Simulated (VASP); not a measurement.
The system is Pb.

```
CELL_PARAMETERS angstrom
3.48946 0.00000 0.00000
-1.74473 3.02196 0.00000
0.00000 0.00000 5.75270
ATOMIC_POSITIONS crystal
Pb 0.33333 0.66667 0.25000
Pb 0.66667 0.33333 0.75000
```

This isn't the form of Pb at room conditions, which is fcc.

```yaml
Program: VASP 6.6.1
Task: relaxation of cell and atoms
Functional: PBE
Potentials_or_basis: VASP PAW PBE potentials, release 64 (Pb_d)
Cutoff: 600 eV
k_mesh: 15 × 15 × 8
Occupations: gaussian, width 0.1 eV
Spin: no spin polarisation
```

At the start: pressure 2.3 GPa; volume 30.33 Å³/atom.

Q: How do energy, volume and symmetry change on relaxing?

A: Over 5 steps the energy falls by 9.8 meV/atom and the volume is 31.84 Å³/atom (+5.0 %); space group P6_3/mmc (No. 194, to 0.05 Å).

Step by step:
```
step  energy change (eV)  largest force (eV/Å)  pressure (GPa)  volume (Å³)
   1              0.0000                0.0000            2.26        60.66
   2             -0.0182                0.0000           -0.54        64.50
   3             -0.0196                0.0000            0.10        63.61
   4             -0.0196                0.0000           -0.03        63.74
   5             -0.0196                0.0000            0.00        63.68
```

Final structure:
```
CELL_PARAMETERS angstrom
3.54647 0.00000 0.00000
-1.77324 3.07134 0.00000
0.00000 0.00000 5.84636
ATOMIC_POSITIONS crystal
Pb 0.33333 0.66667 0.25000
Pb 0.66667 0.33333 0.75000
```
